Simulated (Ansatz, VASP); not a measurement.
# GaSb: programs and potentials compared

The starting cell:

```
CELL_PARAMETERS angstrom
0.00000 3.05900 3.05900
3.05900 0.00000 3.05900
3.05900 3.05900 0.00000
ATOMIC_POSITIONS crystal
Sb 0.75000 0.75000 0.75000
Ga 0.00000 0.00000 0.00000
```

Alike in all runs: task relaxation of cell and atoms; functional revPBE; dispersion D4; k mesh 8 × 8 × 8; occupations fermi-dirac, width 0.05 eV; no spin polarisation; no spin-orbit coupling.

```
                        program and potentials  plane-wave cutoff (eV)                                                                                          notes  equilibrium volume (Å³/atom)
                            Ansatz, Ansatz PAW                     420  potentials made for PBE, which Ansatz adapts in part; 14 valence electrons an atom on average                         28.27
          VASP, PBE PAW files Ga_d, Sb, 600 eV                     600                                potentials made for PBE; 9 valence electrons an atom on average                         28.30
Ansatz, all-electron LAPW, scalar-relativistic                       -                                                                                              -                         28.27
```

The equilibrium volume spans 28.27 (Ansatz, all-electron LAPW, scalar-relativistic) to 28.30 Å³/atom (VASP, PBE PAW files Ga_d, Sb, 600 eV), with all-electron results at 28.27. Some sets were made for another functional than the one run, which can shift their rows. Relaxations stop with a little pressure left, so the last digit of a volume isn't settled.

The functional is the same throughout but for its coding, so the spread measures potentials, basis and numerics; runs on potential files found faulty are left out.
